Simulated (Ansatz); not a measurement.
SiO2 (Imma) under several functionals

Plane-wave DFT in Ansatz with scalar-relativistic PAW potentials. The same structure was relaxed (cell and atoms, symmetry kept) in separate runs at each level. This form isn't the usual stable structure of the compound. No spin polarisation.

Task: How do the levels LDA, PBE, PBEsol, r2SCAN compare?

Result:
| level | cutoff (eV) | k mesh | V (Å³/atom) | a (Å) | b (Å) | c (Å) | gap (eV) |
| --- | --- | --- | --- | --- | --- | --- | --- |
| LDA | 420 | 6×6×6 | 18.323 | 5.230 | 9.476 | 8.873 | 5.43 |
| r2SCAN | 500 | 6×6×6 | 18.552 | 5.247 | 9.551 | 8.885 | 6.18 |
| PBEsol | 420 | 6×6×6 | 18.734 | 5.264 | 9.577 | 8.919 | 5.50 |
| PBE | 420 | 6×6×6 | 19.011 | 5.287 | 9.650 | 8.943 | 5.39 |

The usual order of volumes, LDA < PBEsol < PBE, holds here (18.323, 18.734, 19.011 Å³/atom). As a rule LDA overbinds; PBEsol, built on the gradient expansion of slowly varying densities, lies between LDA and PBE; PBE's stronger gradient term for exchange weakens bonds. r2SCAN lies 2.4 % under PBE in volume. Each gap belongs to its own cell, so it mixes the functional's effect with that of the volume; gaps are the least found on the k mesh or on a band path.